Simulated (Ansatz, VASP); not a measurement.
# One calculation of Bi, two programs

```
CELL_PARAMETERS angstrom
-1.99180 1.99180 1.99180
1.99180 -1.99180 1.99180
1.99180 1.99180 -1.99180
ATOMIC_POSITIONS crystal
Bi 0.00000 0.00000 0.00000
```

Alike in both runs: task relaxation of cell and atoms; functional r2SCAN; k mesh 16 × 16 × 16; occupations gaussian, width 0.1 eV; no spin polarisation.

```csv
,VASP,Ansatz
version,VASP 6.6.1,Ansatz 0.2.0
potentials or method,"VASP PAW PBE potentials, release 64 (Bi_d)","scalar-relativistic, plane waves, PAW"
plane-wave cutoff (eV),600,500
valence electrons in the cell,15,15
```

Ansatz gave:

* gap on the k mesh at the Fermi level, each at its own relaxed structure (eV): none
* relaxed volume (Å³/atom): 31.08
* relaxed cell length with the largest relative difference (Å): 3.430
* energy change over the relaxation (meV/atom): -2

Task: Estimate VASP's values.

Result: gap on the k mesh at the Fermi level, each at its own relaxed structure (eV): none; relaxed volume (Å³/atom): 31.09; relaxed cell length with the largest relative difference (Å): 3.431; energy change over the relaxation (meV/atom): -1.

A gap of «none» marks a metal or a gap that the smearing closes.

Caveats: the PAW data sets were made with another functional, which shifts forces and pressure a little (VASP); spin-orbit coupling is left out, which moves the levels of the heavy elements.
